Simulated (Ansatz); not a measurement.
KF, DFT, PBEsol, all-electron LAPW, scalar-relativistic (Ansatz 0.2.0), run on 1 thread of Arm Neoverse V2 on a shared host.

The cell is COD entry 9008652, as deposited and not checked against the literature; nothing was relaxed. The listed cell was then made from it by scaling, straining or moving an atom.

Command: `ansatz run input.yaml --threads 1 --pin off --max-ram 3072MiB --backend cpu --events-out ev --progress --plain --runs-dir out`

```yaml
crystal:
  lattice:
    - [0.0, 2.6735, 2.646765]
    - [2.6735, 0.0, 2.646765]
    - [2.6735, 2.6735, 0.0]
  atoms:
    - { symbol: K, position: [0.0, 0.0, 0.0] }
    - { symbol: F, position: [0.5, 0.5, 0.5] }
kpoints:
  mp_grid: { grid: [9, 9, 9] }
  band_path:
    path:
      - [0.0, 0.0, 0.0]
      - [0.0, 0.5, 0.5]
      - [0.25, 0.75, 0.5]
      - [0.0, 0.5, 0.0]
      - [0.0, 0.0, 0.0]
      - [0.5, 0.5, 0.0]
      - [0.3775380063, 0.6224619937, 0.0]
      - [-0.3775380063, 0.3775380063, 0.0]
      - [0.0, 0.0, 0.0]
    npoints: 5
scf:
  occupations: { method: fermi_dirac, width: 0.01 }
hamiltonian:
  xc: pbesol
  pseudopotentials: { kind: all_electron, lapw: { basis_error: 0.001 } }
output:
  forces: true
  stress: true
  eigenvalues: true
```

Task: How large is the problem that the program sets up?

Result: 75 irreducible k-points, 259 plane waves at Γ, 16 bands.

Task: Estimate the wall time and the peak memory.

Result: 9.3 s of wall time for 8 SCF iterations, with a peak of 0.3 GiB. Times on shared machines scatter by tens of per cent.
